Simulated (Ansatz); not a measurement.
## NaI (Fm-3m) at 3 levels of theory

One geometry, relaxed with PBE; plane waves with PAW potentials in Ansatz, scalar-relativistic unless the row names spin-orbit coupling. No spin polarisation but for the spin–orbit row. Gaps are the least over mesh and band path; pressure is positive in compression, and isn't given for hybrids.

```
Na I
1.0
     0.00000    3.26453    3.26453
     3.26453    0.00000    3.26453
     3.26453    3.26453    0.00000
Na I
1 1
Direct
  0.00000 0.00000 0.00000
  0.50000 0.50000 0.50000
```

| level | cutoff (eV) | k mesh | gap (eV) | pressure (GPa) |
| --- | --- | --- | --- | --- |
| PBE | 420 | 6×6×6 | 3.58 | 0.0 |

Problem. What comes out on the same cell with HSE06, PBE with spin-orbit coupling?

Solution.
```csv
level,cutoff (eV),k mesh,gap (eV),pressure (GPa)
HSE06,420,6×6×6,4.60,-
PBE with spin-orbit coupling,420,6×6×6,3.24,0.0
```

Spin-orbit coupling matters for the bands of heavy elements and enters only rows that name it.

The cell was relaxed from a distorted copy of a database structure.
